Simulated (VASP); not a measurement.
# Ag2O (Pn-3m) in VASP: notebook

The runs below take Ag2O through band structure, density of states, with PBE.

Program: VASP 6.6.1. These are calculated values, not measurements. Logs are shortened: lines on timing, memory, paths and dates and some standing lists are left out, and cuts for length are marked.

### Step 1. The crystal as given

It takes space group Pn-3m (No. 224, cubic). Conventional cell: a = 4.702 Å, b = 4.702 Å, c = 4.702 Å, α = 90.00°, β = 90.00°, γ = 90.00°. Ag (site symmetry -3m) has 2 O at 2.04 Å as nearest neighbours. O (site symmetry -43m) has 4 Ag at 2.04 Å as nearest neighbours.

### Step 2. Band structure, PBE, spin-orbit coupling, no magnetisation

INCAR reads:

```
  PREC = Accurate
  ENCUT = 520
  EDIFF = 1E-6
  ISMEAR = 1
  SIGMA = 0.1
  LREAL = F
  LASPH = T
  NELM = 80
  ALGO = Normal
  ISIF = 2
  LWAVE = F
  LCHARG = F
  MAGMOM = 0 0 0 0 0 0 0 0 0 0 0 0 0 0 0 0 0 0
  LORBIT = 11
  LSORBIT = T
  GGA_COMPAT = F
  LMAXMIX = 4
  GGA = PE
  KPAR = 4
```

KPOINTS reads:

```
regular mesh
0
Gamma
  8 8 8
```

POSCAR reads:

```
Ag2O                                    
1.0
    4.7022019202      0.0000000000      0.0000000000
    0.0000000000      4.7022019202      0.0000000000
    0.0000000000      0.0000000000      4.7022019202
  Ag              O             
     4     2
Direct
     0.2500000000000000    0.2500000000000000    0.2500000000000000
     0.2500000000000000    0.7500000000000000    0.7500000000000000
     0.7500000000000000    0.7500000000000000    0.2500000000000000
     0.7500000000000000    0.2500000000000000    0.7500000000000000
     0.0000000000000000    0.0000000000000000    0.0000000000000000
     0.5000000000000000    0.5000000000000000    0.5000000000000000
```

KPOINTS_OPT reads:

```
explicit points
158
Reciprocal
 0.0000000000  0.0000000000  0.0000000000 1
 0.0000000000  0.0357142857  0.0000000000 1
 0.0000000000  0.0714285714  0.0000000000 1
 0.0000000000  0.1071428571  0.0000000000 1
 0.0000000000  0.1428571429  0.0000000000 1
 0.0000000000  0.1785714286  0.0000000000 1
[... 150 lines left out ...]
 0.0185836500  0.4814163500  0.0000000000 1
-0.0185836500  0.5185836500  0.0000000000 1
```

Potentials or basis: VASP PAW PBE potentials, release 64 (Ag, O).

The run is started by

```
cat potpaw_PBE.64/Ag/POTCAR potpaw_PBE.64/O/POTCAR > POTCAR
mpirun -np 4 vasp_ncl > vasp.out
```

OUTCAR:

```text
PREC = Accurate
   ENCUT = 520
   EDIFF = 1E-6
   ISMEAR = 1
   LREAL = F
   LASPH = T
   NELM = 80
   ISIF = 2
   LORBIT = 11
   LSORBIT = T
   GGA = PE

 ion  position               nearest neighbor table
   1  0.250  0.250  0.250-   5 2.04   6 2.04   4 3.32   2 3.32   3 3.32   2 3.32   4 3.32   2 3.32
                             3 3.32   2 3.32   3 3.32   4 3.32   4 3.32   3 3.32
   2  0.250  0.750  0.750-   5 2.04   6 2.04   4 3.32   1 3.32   3 3.32   1 3.32   3 3.32   1 3.32
                             4 3.32   1 3.32   3 3.32   4 3.32   3 3.32   4 3.32
   3  0.750  0.750  0.250-   5 2.04   6 2.04   4 3.32   1 3.32   2 3.32   2 3.32   4 3.32   1 3.32
                             4 3.32   4 3.32   1 3.32   2 3.32   2 3.32   1 3.32
   4  0.750  0.250  0.750-   5 2.04   6 2.04   3 3.32   1 3.32   2 3.32   1 3.32   3 3.32   2 3.32
                             3 3.32   3 3.32   1 3.32   2 3.32   1 3.32   2 3.32
   5  0.000  0.000  0.000-   1 2.04   2 2.04   3 2.04   4 2.04
   6  0.500  0.500  0.500-   1 2.04   2 2.04   3 2.04   4 2.04

  LATTYP: Found a simple cubic cell.
 ALAT       =     4.7022019202

  Lattice vectors:

 A1 = (   4.7022019202,   0.0000000000,   0.0000000000)
 A2 = (   0.0000000000,   4.7022019202,   0.0000000000)
 A3 = (   0.0000000000,   0.0000000000,   4.7022019202)

Analysis of symmetry for initial positions (statically):
=====================================================================
 Subroutine PRICEL returns:
 Original cell was already a primitive cell.

 Routine SETGRP: Setting up the symmetry group for a
 simple cubic supercell.

 Subroutine GETGRP returns: Found 48 space group operations
 (whereof 24 operations were pure point group operations)
 out of a pool of 48 trial point group operations.

The static configuration has the point symmetry T_d .
 The point group associated with its full space group is O_h .

Analysis of symmetry for dynamics (positions and initial velocities):
=====================================================================
 Subroutine PRICEL returns:
 Original cell was already a primitive cell.

 Routine SETGRP: Setting up the symmetry group for a
 simple cubic supercell.

 Subroutine GETGRP returns: Found 48 space group operations
 (whereof 24 operations were pure point group operations)
 out of a pool of 48 trial point group operations.

The dynamic configuration has the point symmetry T_d .
 The point group associated with its full space group is O_h .

Analysis of structural, dynamic, and magnetic symmetry:
=====================================================================
 Subroutine PRICEL returns:
 Original cell was already a primitive cell.

 Routine SETGRP: Setting up the symmetry group for a
 simple cubic supercell.

 Subroutine GETGRP returns: Found 48 space group operations
 (whereof 24 operations were pure point group operations)
 out of a pool of 48 trial point group operations.

The overall configuration has the point symmetry T_d .
 The point group associated with its full space group is O_h .

 Subroutine INISYM returns: Found 48 space group operations
 (whereof 24 operations are pure point group operations),
 and found     1 'primitive' translations

----------------------------------------------------------------------------------------

                                     Primitive cell

  volume of cell :     103.9690

  direct lattice vectors                    reciprocal lattice vectors
     4.702201920  0.000000000  0.000000000     0.212666325  0.000000000  0.000000000
     0.000000000  4.702201920  0.000000000     0.000000000  0.212666325  0.000000000
     0.000000000  0.000000000  4.702201920     0.000000000  0.000000000  0.212666325

  length of vectors
     4.702201920  4.702201920  4.702201920     0.212666325  0.212666325  0.212666325

  position of ions in fractional coordinates (direct lattice)
     0.250000000  0.250000000  0.250000000
     0.250000000  0.750000000  0.750000000
     0.750000000  0.750000000  0.250000000
[... 116 lines left out ...]
  energy-cutoff  :      520.00
  volume of cell :      103.97
 maximum number of plane-waves:      5658
 NGX is ok and might be reduce to    36
   NGX = 17   NGY = 17   NGZ = 17

 number of electron      56.0000046 magnetization       0.0000000      0.0000000      0.0000000

 number of electron      56.0000046 magnetization      -0.0000000     -0.0000000     -0.0000000

 number of electron      56.0000046 magnetization      -0.0000000     -0.0000000      0.0000000

 Free energy of the ion-electron system (eV)
  ---------------------------------------------------
  ext. energy  EPLUGINS =         0.00000000
  ---------------------------------------------------
  free energy    TOTEN  =       -21.43800245 eV

  energy without entropy =      -21.43831314  energy(sigma->0) =      -21.43810601

 E-fermi :   4.9567     XC(G=0): -10.5986

 val. band max:        4.9042082015   @ k =   0.0000   0.0000   0.0000
 cond. band min:       4.9890636383   @ k =   0.0000   0.0000   0.0000
 fundamental gap:      0.0848554368
 Fermi energy:         4.9567020458

 k-point     1 :       0.0000    0.0000    0.0000
  band No.  band energies     occupation
      1     -14.1792      1.00000
      2     -14.1792      1.00000
      3     -13.4652      1.00000
      4     -13.4652      1.00000
      5      -2.2099      1.00000
      6      -2.2099      1.00000
[... 1645 lines left out ...]
     65      10.7836      0.00000
     66      10.8136      0.00000

 [... further k-points ...]

------------------------ aborting loop because EDIFF is reached ----------------------------------------

  FORCE on cell =-STRESS in cart. coord.  units (eV):
  Direction    XX          YY          ZZ          XY          YZ          ZX
  --------------------------------------------------------------------------------------
  -------------------------------------------------------------------------------------
  Total        3.6389872      3.6389872      3.6389872      0.0000000     -0.0000000     -0.0000000
  in kB       56.0773254     56.0773254     56.0773254      0.0000000     -0.0000000     -0.0000000
  external PRESSURE =      56.0773254 kB  Pullay stress =       0.0000000 kB

 VOLUME and BASIS-vectors are now :
 -----------------------------------------------------------------------------
  energy-cutoff  :      520.00
  volume of cell :      103.97
      direct lattice vectors                 reciprocal lattice vectors
     4.702201920  0.000000000  0.000000000     0.212666325  0.000000000  0.000000000
     0.000000000  4.702201920  0.000000000     0.000000000  0.212666325  0.000000000
     0.000000000  0.000000000  4.702201920     0.000000000  0.000000000  0.212666325

 POSITION                                       TOTAL-FORCE (eV/Angst)
 -----------------------------------------------------------------------------------
      1.17555      1.17555      1.17555        -0.000000      0.000000     -0.000000
      1.17555      3.52665      3.52665         0.000000      0.000000      0.000000
      3.52665      3.52665      1.17555         0.000000     -0.000000      0.000000
      3.52665      1.17555      3.52665         0.000000     -0.000000     -0.000000
      0.00000      0.00000      0.00000         0.000000      0.000000      0.000000
      2.35110      2.35110      2.35110         0.000000      0.000000     -0.000000
 -----------------------------------------------------------------------------------
    total drift:                                0.000000      0.000000      0.000000

  FREE ENERGIE OF THE ION-ELECTRON SYSTEM (eV)
  ---------------------------------------------------
  free  energy   TOTEN  =       -21.4380024457 eV

  energy  without entropy=      -21.4383131421  energy(sigma->0) =      -21.43810601

 Spin-Orbit-Coupling matrix elements

 Ion:    1  E_soc:     -0.0517950
 l=   1
     0.0000000    -0.0014403    -0.0014403
    -0.0014403     0.0000000    -0.0014403
    -0.0014403    -0.0014403     0.0000000
 l=   2
     0.0000000    -0.0016989     0.0000000    -0.0016989    -0.0054933
    -0.0016989     0.0000000    -0.0041200    -0.0016989    -0.0013733
     0.0000000    -0.0041200     0.0000000    -0.0041200     0.0000000
    -0.0016989    -0.0016989    -0.0041200     0.0000000    -0.0013733
    -0.0054933    -0.0013733     0.0000000    -0.0013733     0.0000000
 l=   3
     0.0000000     0.0000000     0.0000000     0.0000000     0.0000000     0.0000000     0.0000000
     0.0000000     0.0000000     0.0000000     0.0000000     0.0000000     0.0000000     0.0000000
     0.0000000     0.0000000     0.0000000     0.0000000     0.0000000     0.0000000     0.0000000
     0.0000000     0.0000000     0.0000000     0.0000000     0.0000000     0.0000000     0.0000000
[... 89 lines left out ...]
 l=   2
     0.0000000     0.0000000     0.0000000     0.0000000     0.0000000
     0.0000000     0.0000000     0.0000000     0.0000000     0.0000000
     0.0000000     0.0000000     0.0000000     0.0000000     0.0000000
     0.0000000     0.0000000     0.0000000     0.0000000     0.0000000
     0.0000000     0.0000000     0.0000000     0.0000000     0.0000000
 l=   3
     0.0000000     0.0000000     0.0000000     0.0000000     0.0000000     0.0000000     0.0000000
     0.0000000     0.0000000     0.0000000     0.0000000     0.0000000     0.0000000     0.0000000
     0.0000000     0.0000000     0.0000000     0.0000000     0.0000000     0.0000000     0.0000000
     0.0000000     0.0000000     0.0000000     0.0000000     0.0000000     0.0000000     0.0000000
     0.0000000     0.0000000     0.0000000     0.0000000     0.0000000     0.0000000     0.0000000
     0.0000000     0.0000000     0.0000000     0.0000000     0.0000000     0.0000000     0.0000000
     0.0000000     0.0000000     0.0000000     0.0000000     0.0000000     0.0000000     0.0000000

 total charge

# of ion       s       p       d       tot
------------------------------------------
    1        0.406   0.257   9.189   9.851
    2        0.406   0.257   9.189   9.851
    3        0.406   0.257   9.189   9.851
    4        0.406   0.257   9.189   9.851
    5        1.547   3.419   0.000   4.966
    6        1.547   3.419   0.000   4.966
--------------------------------------------------
tot          4.716   7.865  36.754  49.335

 magnetization (x)

# of ion       s       p       d       tot
------------------------------------------
    1       -0.000   0.000  -0.000  -0.000
    2        0.000   0.000   0.000   0.000
    3        0.000   0.000   0.000   0.000
    4        0.000  -0.000   0.000  -0.000
    5        0.000  -0.000   0.000  -0.000
    6        0.000  -0.000   0.000  -0.000
--------------------------------------------------
tot          0.000  -0.000  -0.000  -0.000

 magnetization (y)

# of ion       s       p       d       tot
------------------------------------------
    1       -0.000   0.000   0.000  -0.000
    2        0.000  -0.000   0.000   0.000
    3        0.000   0.000  -0.000   0.000
    4        0.000   0.000  -0.000  -0.000
    5        0.000   0.000   0.000   0.000
    6        0.000   0.000   0.000   0.000
--------------------------------------------------
tot          0.000  -0.000   0.000   0.000

 magnetization (z)

# of ion       s       p       d       tot
------------------------------------------
    1        0.000   0.000   0.000   0.000
    2       -0.000   0.000   0.000  -0.000
    3        0.000   0.000   0.000   0.000
    4       -0.000   0.000  -0.000  -0.000
    5        0.000   0.000   0.000   0.000
    6        0.000   0.000   0.000   0.000
--------------------------------------------------
tot          0.000   0.000   0.000   0.000
```

It took 4.6 min on 4 MPI ranks of Intel Xeon 6975P-C (Granite Rapids), shared host; peak memory 0.79 GiB.

What came out:

* Free energy: -21.4380 eV
* Pressure: 5.6 GPa
* Valence electrons inside the program's atomic spheres: Ag 9.85; O 4.97

### Step 3. Density of states, PBE

POSCAR is that of step 2.

INCAR.step1 reads:

```
  PREC = Accurate
  ENCUT = 520
  EDIFF = 1E-6
  ISMEAR = 1
  SIGMA = 0.1
  LREAL = F
  LASPH = T
  NELM = 80
  ALGO = Normal
  ISIF = 2
  LWAVE = F
  LCHARG = T
  LMAXMIX = 4
  GGA = PE
  KPAR = 4
```

KPOINTS.step1 reads:

```
regular mesh
0
Gamma
  8 8 8
```

INCAR.step2 reads:

```
  PREC = Accurate
  ENCUT = 520
  EDIFF = 1E-6
  ISMEAR = -5
  SIGMA = 0.1
  LREAL = F
  LASPH = T
  NELM = 80
  ALGO = Normal
  ISIF = 2
  LWAVE = F
  LCHARG = F
  LMAXMIX = 4
  GGA = PE
  LORBIT = 10
  KPAR = 4
  NEDOS = 2001
  ICHARG = 11
```

KPOINTS.step2 reads:

```
regular mesh
0
Gamma
  12 12 12
```

Potentials or basis: VASP PAW PBE potentials, release 64 (Ag, O).

The run is started by

```
cat potpaw_PBE.64/Ag/POTCAR potpaw_PBE.64/O/POTCAR > POTCAR
cp INCAR.step1 INCAR
cp KPOINTS.step1 KPOINTS
mpirun -np 4 vasp_std > vasp.out
cp INCAR.step2 INCAR
cp KPOINTS.step2 KPOINTS
mpirun -np 4 vasp_std > vasp.out
```

OUTCAR:

```text
PREC = Accurate
   ENCUT = 520
   EDIFF = 1E-6
   ISMEAR = -5
   LREAL = F
   LASPH = T
   NELM = 80
   ISIF = 2
   GGA = PE
   LORBIT = 10
   ICHARG = 11

 ion  position               nearest neighbor table
   1  0.250  0.250  0.250-   5 2.04   6 2.04   4 3.32   2 3.32   3 3.32   2 3.32   4 3.32   2 3.32
                             3 3.32   2 3.32   3 3.32   4 3.32   4 3.32   3 3.32
   2  0.250  0.750  0.750-   5 2.04   6 2.04   4 3.32   1 3.32   3 3.32   1 3.32   3 3.32   1 3.32
                             4 3.32   1 3.32   3 3.32   4 3.32   3 3.32   4 3.32
   3  0.750  0.750  0.250-   5 2.04   6 2.04   4 3.32   1 3.32   2 3.32   2 3.32   4 3.32   1 3.32
                             4 3.32   4 3.32   1 3.32   2 3.32   2 3.32   1 3.32
   4  0.750  0.250  0.750-   5 2.04   6 2.04   3 3.32   1 3.32   2 3.32   1 3.32   3 3.32   2 3.32
                             3 3.32   3 3.32   1 3.32   2 3.32   1 3.32   2 3.32
   5  0.000  0.000  0.000-   1 2.04   2 2.04   3 2.04   4 2.04
   6  0.500  0.500  0.500-   1 2.04   2 2.04   3 2.04   4 2.04

  LATTYP: Found a simple cubic cell.
 ALAT       =     4.7022019202

  Lattice vectors:

[... 1065 lines left out ...]

  FORCE on cell =-STRESS in cart. coord.  units (eV):
  Direction    XX          YY          ZZ          XY          YZ          ZX
  --------------------------------------------------------------------------------------
  -------------------------------------------------------------------------------------
  Total        3.7019957      3.7019957      3.7019957     -0.0000000      0.0000000     -0.0000000
  in kB       57.0482952     57.0482952     57.0482952     -0.0000000      0.0000000     -0.0000000
  external PRESSURE =      57.0482952 kB  Pullay stress =       0.0000000 kB

 VOLUME and BASIS-vectors are now :
 -----------------------------------------------------------------------------
  energy-cutoff  :      520.00
  volume of cell :      103.97
      direct lattice vectors                 reciprocal lattice vectors
     4.702201920  0.000000000  0.000000000     0.212666325  0.000000000  0.000000000
     0.000000000  4.702201920  0.000000000     0.000000000  0.212666325  0.000000000
     0.000000000  0.000000000  4.702201920     0.000000000  0.000000000  0.212666325

 POSITION                                       TOTAL-FORCE (eV/Angst)
 -----------------------------------------------------------------------------------
      1.17555      1.17555      1.17555        -0.000000      0.000000      0.000000
      1.17555      3.52665      3.52665         0.000000     -0.000000     -0.000000
      3.52665      3.52665      1.17555         0.000000      0.000000     -0.000000
      3.52665      1.17555      3.52665        -0.000000     -0.000000      0.000000
      0.00000      0.00000      0.00000         0.000000      0.000000      0.000000
      2.35110      2.35110      2.35110        -0.000000      0.000000      0.000000
 -----------------------------------------------------------------------------------
    total drift:                                0.000000      0.000000      0.000000

  FREE ENERGIE OF THE ION-ELECTRON SYSTEM (eV)
  ---------------------------------------------------
  free  energy   TOTEN  =       -21.3343016971 eV

  energy  without entropy=      -21.3343016971  energy(sigma->0) =      -21.33430170

 total charge

# of ion       s       p       d       tot
------------------------------------------
    1        0.405   0.256   9.190   9.852
    2        0.405   0.256   9.190   9.852
    3        0.405   0.256   9.190   9.852
    4        0.405   0.256   9.190   9.852
    5        1.547   3.420   0.000   4.966
    6        1.547   3.420   0.000   4.966
--------------------------------------------------
tot          4.714   7.863  36.761  49.339
```

Run time: 30 s. Hardware: 4 MPI ranks of Intel Xeon 6975P-C (Granite Rapids), shared host; peak memory 0.35 GiB.

What came out:

```
Valence electrons inside the program's atomic spheres : Ag 9.85; O 4.97
```

States per cell in windows of 0.5 eV (zero at the valence-band top; states under -8 eV left out):
| from (eV) | total | Ag1_d | Ag2_d | Ag3_d | Ag4_d | O5_p | O6_p |
| --- | --- | --- | --- | --- | --- | --- | --- |
| -8.0 | 0.00 | 0.00 | 0.00 | 0.00 | 0.00 | 0.00 | 0.00 |
| -7.5 | 0.00 | 0.00 | 0.00 | 0.00 | 0.00 | 0.00 | 0.00 |
| -7.0 | 4.31 | 0.46 | 0.46 | 0.46 | 0.46 | 0.76 | 0.76 |
| -6.5 | 1.36 | 0.13 | 0.13 | 0.13 | 0.13 | 0.24 | 0.24 |
| -6.0 | 1.45 | 0.14 | 0.14 | 0.14 | 0.14 | 0.26 | 0.26 |
| -5.5 | 3.19 | 0.32 | 0.32 | 0.32 | 0.32 | 0.53 | 0.53 |
| -5.0 | 1.65 | 0.17 | 0.17 | 0.17 | 0.17 | 0.26 | 0.26 |
| -4.5 | 3.85 | 0.71 | 0.71 | 0.71 | 0.71 | 0.03 | 0.03 |
| -4.0 | 8.13 | 1.71 | 1.71 | 1.71 | 1.71 | 0.11 | 0.11 |
| -3.5 | 10.17 | 2.34 | 2.34 | 2.34 | 2.34 | 0.03 | 0.03 |
| -3.0 | 6.60 | 1.53 | 1.53 | 1.53 | 1.53 | 0.07 | 0.07 |
| -2.5 | 3.35 | 0.54 | 0.54 | 0.54 | 0.54 | 0.29 | 0.29 |
| -2.0 | 2.36 | 0.32 | 0.32 | 0.32 | 0.32 | 0.30 | 0.30 |
| -1.5 | 1.37 | 0.19 | 0.19 | 0.19 | 0.19 | 0.13 | 0.13 |
| -1.0 | 2.77 | 0.37 | 0.37 | 0.37 | 0.37 | 0.28 | 0.28 |
| -0.5 | 0.99 | 0.13 | 0.13 | 0.13 | 0.13 | 0.11 | 0.11 |
| 0.0 | 0.06 | 0.01 | 0.01 | 0.01 | 0.01 | 0.00 | 0.00 |
| 0.5 | 0.18 | 0.02 | 0.02 | 0.02 | 0.02 | 0.01 | 0.01 |
| 1.0 | 0.30 | 0.03 | 0.03 | 0.03 | 0.03 | 0.02 | 0.02 |
| 1.5 | 0.74 | 0.05 | 0.05 | 0.05 | 0.05 | 0.06 | 0.06 |
| 2.0 | 1.12 | 0.05 | 0.05 | 0.05 | 0.05 | 0.08 | 0.08 |
| 2.5 | 1.49 | 0.06 | 0.06 | 0.06 | 0.06 | 0.13 | 0.13 |
| 3.0 | 1.19 | 0.04 | 0.04 | 0.04 | 0.04 | 0.11 | 0.11 |
| 3.5 | 1.02 | 0.04 | 0.04 | 0.04 | 0.04 | 0.10 | 0.10 |
| 4.0 | 0.72 | 0.03 | 0.03 | 0.03 | 0.03 | 0.04 | 0.04 |
| 4.5 | 0.67 | 0.02 | 0.02 | 0.02 | 0.02 | 0.04 | 0.04 |
| 5.0 | 0.73 | 0.02 | 0.02 | 0.02 | 0.02 | 0.03 | 0.03 |
| 5.5 | 0.63 | 0.02 | 0.02 | 0.02 | 0.02 | 0.02 | 0.02 |
| 6.0 | 0.66 | 0.02 | 0.02 | 0.02 | 0.02 | 0.02 | 0.02 |
| 6.5 | 0.38 | 0.01 | 0.01 | 0.01 | 0.01 | 0.01 | 0.01 |
| 7.0 | 0.13 | 0.00 | 0.00 | 0.00 | 0.00 | 0.01 | 0.01 |
| 7.5 | 0.00 | 0.00 | 0.00 | 0.00 | 0.00 | 0.00 | 0.00 |
